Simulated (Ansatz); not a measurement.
## Pb: band structure with PBE

Pb:

```
Pb
1.0
     0.00000    2.47502    2.47502
     2.47502    0.00000    2.47502
     2.47502    2.47502    0.00000
Pb
1
Direct
  0.00000 0.00000 0.00000
```

| Item | Value |
| --- | --- |
| Program | Ansatz 0.2.0 |
| Task | band structure |
| Functional | PBE |
| Potentials or basis | Ansatz PAW earlier set |
| Cutoff | 580 eV (not typed: the program's choice for these potentials) |
| k mesh | 9 × 9 × 9 |
| Occupations | fermi-dirac, width 0.05 eV |
| Spin | no spin polarisation |
| Path | [["G", "X", "W", "K", "G", "L", "U", "W", "L", "K"], ["U", "X"]] |
| Points for each segment of the path | 14 |

```json
{
  "Pressure": "2.3 GPa",
  "Band gap on the k mesh": "none (metal or under the smearing width)"
}
```

Levels at the corners of the path, in eV from the Fermi level:
```csv
point,band 7,band 8,band 9,band 10,band 11,band 12,band 13,band 14,band 15,band 16
Γ,-16.94,-16.80,-16.80,-11.62,7.57,7.57,7.57,9.89,11.49,12.62
X,-16.67,-16.63,-16.63,-6.57,-3.13,2.19,2.19,5.52,6.78,18.29
W,-16.88,-16.75,-16.63,-6.47,-1.23,-1.23,0.41,11.01,12.30,12.30
K,-16.73,-16.73,-16.67,-6.66,-2.14,-1.08,3.12,6.61,11.49,16.33
Γ,-16.94,-16.80,-16.80,-11.62,7.57,7.57,7.57,9.89,11.49,12.62
L,-16.93,-16.66,-16.66,-7.99,-4.07,5.73,5.73,9.37,9.61,11.34
U,-16.73,-16.73,-16.67,-6.66,-2.14,-1.08,3.12,6.61,11.49,16.33
W,-16.88,-16.75,-16.63,-6.47,-1.23,-1.23,0.41,11.01,12.30,12.30
L,-16.93,-16.66,-16.66,-7.99,-4.07,5.73,5.73,9.37,9.61,11.34
K,-16.73,-16.73,-16.67,-6.66,-2.14,-1.08,3.12,6.61,11.49,16.33
U,-16.73,-16.73,-16.67,-6.66,-2.14,-1.08,3.12,6.61,11.49,16.33
X,-16.67,-16.63,-16.63,-6.57,-3.13,2.19,2.19,5.52,6.78,18.29
```

Run time: 1.7 s on 2 threads of Arm Neoverse V2, on a shared host, peak memory 0.29 GiB.

Caveat: spin-orbit coupling is left out, which moves the levels of the heavy elements.
